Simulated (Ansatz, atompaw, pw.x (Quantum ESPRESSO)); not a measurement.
What a changed setting does to a pw.x run (sc Te)

Potential: PAW, atompaw 4.2.0.5, PBE; core [Kr], reference 4d10 5s2 5p4; waves: 5s (bound): rc 1.90 bohr; 5s channel at -0.2 Ry: rc 1.90 bohr; 5p (bound): rc 2.70 bohr; 5p channel at 3.25 Ry: rc 2.70 bohr; 4d (bound): rc 1.40 bohr; 4d channel at 0.85 Ry: rc 1.40 bohr; 4f channel at 0.15 Ry: rc 2.70 bohr; 4f channel at 2.55 Ry: rc 2.10 bohr; local part: troulliermartins scheme with l = 4 at 1 Ry, radius 2.55 bohr; core correction: smooth core density matched at 2.45 bohr; augmentation: besselshape compensation charge, radius 2.05 bohr; PAW radius 2.70 bohr; waves and projectors: custom rrkj gramschmidtortho.

The reference run (k-mesh 10³, cutoffs 170/900 Ry, Fermi–Dirac 0.01 Ry, mixing_beta 0.4, conv_thr 1e-9, no spin) gives -0.25 GPa at 32.928 Å³/atom, where all-electron LAPW gives -0.11 GPa. This run, with its own iteration cap, changes mixing_ndim to 16.

```
&control
  calculation='scf', prefix='x', pseudo_dir='./', outdir='./tmp', tstress=.true., disk_io='none'
/
&system
  ibrav=0, nat=1, ntyp=1, ecutwfc=170, ecutrho=900, nbnd=16,
  occupations='smearing', smearing='fd', degauss=0.01
/
&electrons
  conv_thr=1e-09, mixing_beta=0.4, electron_maxstep=60, mixing_ndim=16
/
ATOMIC_SPECIES
Te 1.0 Te.UPF
CELL_PARAMETERS angstrom
  3.20519988 0.00000000 0.00000000
  0.00000000 3.20519988 0.00000000
  0.00000000 0.00000000 3.20519988
ATOMIC_POSITIONS crystal
Te 0.0000 0.0000 0.0000
K_POINTS automatic
10 10 10 0 0 0
```

```bash
pw.x < Te.scf.in > Te.scf.out
```

Question: How does the run end?

Answer: It converges in 11 iterations; the free energy moves by +0.0 meV/atom and the pressure by +0.00 GPa. The result is that of the reference run.

```
Message from routine setup:
     using ibrav=0 with symmetry is DISCOURAGED, use correct ibrav instead
     lattice parameter (alat)  =       6.0569  a.u.
     unit-cell volume          =     222.2092 (a.u.)^3
     number of electrons       =        16.00
     number of Kohn-Sham states=           16
     kinetic-energy cutoff     =     170.0000  Ry
     charge density cutoff     =     900.0000  Ry
     scf convergence threshold =      1.0E-09
     Exchange-correlation= SLA PW PBX PBC
     number of k points=    56  Fermi-Dirac smearing, width (Ry)=  0.0100
     iteration #  1     ecut=   170.00 Ry     beta= 0.40
     total energy              =    -512.20862257 Ry
     estimated scf accuracy    <       0.00159713 Ry
     iteration #  2     ecut=   170.00 Ry     beta= 0.40
     total energy              =    -512.20907733 Ry
     estimated scf accuracy    <       0.00059037 Ry
     iteration #  3     ecut=   170.00 Ry     beta= 0.40
     total energy              =    -512.20911120 Ry
     estimated scf accuracy    <       0.00000277 Ry
     iteration #  4     ecut=   170.00 Ry     beta= 0.40
     c_bands:  1 eigenvalues not converged
     total energy              =    -512.20912458 Ry
     estimated scf accuracy    <       0.00000694 Ry
     iteration #  5     ecut=   170.00 Ry     beta= 0.40
     total energy              =    -512.20912356 Ry
     estimated scf accuracy    <       0.00000444 Ry
     iteration #  6     ecut=   170.00 Ry     beta= 0.40
     total energy              =    -512.20912330 Ry
     estimated scf accuracy    <       0.00000108 Ry
     iteration #  7     ecut=   170.00 Ry     beta= 0.40
     total energy              =    -512.20912354 Ry
     estimated scf accuracy    <       0.00000009 Ry
     iteration #  8     ecut=   170.00 Ry     beta= 0.40
     total energy              =    -512.20912361 Ry
     estimated scf accuracy    <       0.00000002 Ry
     iteration #  9     ecut=   170.00 Ry     beta= 0.40
     total energy              =    -512.20912358 Ry
     estimated scf accuracy    <       0.00000006 Ry
     iteration # 10     ecut=   170.00 Ry     beta= 0.40
     total energy              =    -512.20912358 Ry
     estimated scf accuracy    <          2.4E-09 Ry
     iteration # 11     ecut=   170.00 Ry     beta= 0.40
     the Fermi energy is     9.8189 ev
!    total energy              =    -512.20912358 Ry
     estimated scf accuracy    <          1.1E-10 Ry
     smearing contrib. (-TS)   =      -0.00260080 Ry
     convergence has been achieved in  11 iterations
          total   stress  (Ry/bohr**3)                   (kbar)     P=       -2.48
     Message from routine punch:
     Nothing written, as per user request (disk_io='none')
```

The run took about 2.7 min on one core of a shared host (Intel(R) Xeon(R) Platinum 8488C, 192 threads, 744 GiB, load 102).
